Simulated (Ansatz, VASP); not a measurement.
One calculation of MgS, two programs

```
Mg S
1.0
     3.63116    0.00000    0.00000
    -1.81558    3.49409    0.00000
     0.00000    0.00000    6.43229
Mg S
2 2
Direct
  0.66667 0.33333 0.49575
  0.33333 0.66667 0.99575
  0.33333 0.66667 0.37924
  0.66667 0.33333 0.87924
```

Change from the starting cell: strain -0.1000 x Voigt [1, 0, 0, 0, 0, 0], atoms carried along.

Alike in both runs: task single point; functional PBE; k mesh 6 × 6 × 4; occupations gaussian, width 0.05 eV; no spin polarisation.

|  | VASP | Ansatz |
| --- | --- | --- |
| version | VASP 6.6.1 | Ansatz 0.2.0 |
| potentials or method | VASP PAW PBE potentials, release 64 (Mg, S) | scalar-relativistic, plane waves, PAW |
| plane-wave cutoff (eV) | 520 | 420 |
| valence electrons in the cell | 16 | 32 |

Ansatz gave:

```
gap on the k mesh at the Fermi level (eV)       : 3.71
least direct gap on the mesh (eV)               : 3.71
pressure (GPa)                                  : 9.7
largest component of the traceless stress (GPa) : 8.45
rms of the force components (eV/Å)              : 0.658
```

Q: Estimate VASP's values.

A: gap on the k mesh at the Fermi level (eV): 3.70; least direct gap on the mesh (eV): 3.70; pressure (GPa): 9.6; largest component of the traceless stress (GPa): 8.49; rms of the force components (eV/Å): 0.661.

Atom by atom the forces differ by 0.004 eV/Å (rms over components). The two sets of potentials don't hold the same shells in valence.

Caveats: forces of over 1 eV/Å show positions far from the minimum, so gaps and moduli don't describe the material at rest.
